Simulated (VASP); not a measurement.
Set up this calculation in VASP 6.6.1, as the native input.

```yaml
Task: relaxation of cell and atoms
Functional: PBE
Dispersion: D3(BJ)
Potentials_or_basis: VASP PAW PBE potentials, release 64 (Mg, H)
Cutoff: 600 eV
k_mesh: 6 × 6 × 10
Occupations: gaussian, width 0.03 eV
Spin: no spin polarisation
Further_INCAR_settings: ALGO = Normal; EDIFF = 1e-06; IBRION = 2; EDIFFG = -0.01; NSW = 90; ISIF = 3
```

The structure of MgH2 lies in POSCAR:

```
MgH2
1.0
    4.5168000000      0.0000000000      0.0000000000
    0.0000000000      4.5168000000      0.0000000000
    0.0000000000      0.0000000000      3.0205000000
Mg H
2 4
Direct
    0.0000000000      0.0000000000      0.0000000000
    0.5000000000      0.5000000000      0.5000000000
    0.3060000000      0.3060000000      0.0000000000
    0.1940000000      0.8060000000      0.5000000000
    0.6940000000      0.6940000000      0.0000000000
    0.8060000000      0.1940000000      0.5000000000
```

One way to write it, as run:

INCAR

```
SYSTEM = MgH2
ALGO = Normal ; EDIFF = 1E-6
EDIFFG = -0.01 ; ENCUT = 600
GGA = PE ; IBRION = 2
ISIF = 3 ; ISMEAR = 0
IVDW = 12 ; KPAR = 2
LASPH = .TRUE. ; LCHARG = .FALSE.
LREAL = .FALSE. ; LWAVE = .FALSE.
NELM = 80 ; NSW = 90
PREC = Accurate ; SIGMA = 0.03
```

KPOINTS

```
k-points
0
G
  6 6 10
  0 0 0
```

Potentials or basis: VASP PAW PBE potentials, release 64 (Mg, H).

Launch:

```bash
$ cat potpaw_PBE.64/Mg/POTCAR potpaw_PBE.64/H/POTCAR > POTCAR
$ mpirun -np 2 vasp_std > vasp.out
```

Results of the run:

The relaxed volume is 9.76 Å³/atom and the relaxed cell is a = 4.431 Å, b = 4.431 Å, c = 2.982 Å, α = 90.00°, β = 90.00°, γ = 90.00°. The space group after relaxing (to 0.05 Å) is P4_2/mnm (No. 136), the energy gained by relaxing is 4.4 meV/atom and the ionic steps are 7. The pressure after relaxing is 0.0 GPa and the largest force after relaxing is 0.007 eV/Å. The band gap on the k mesh is 3.85 eV, indirect (least direct gap 4.69 eV) and the dispersion energy per atom is -0.141 eV.

Run time: 35 s on 2 MPI ranks on Intel(R) Xeon(R) Platinum 8488C (Sapphire Rapids) (shared host), peak memory 0.2 GiB a rank.
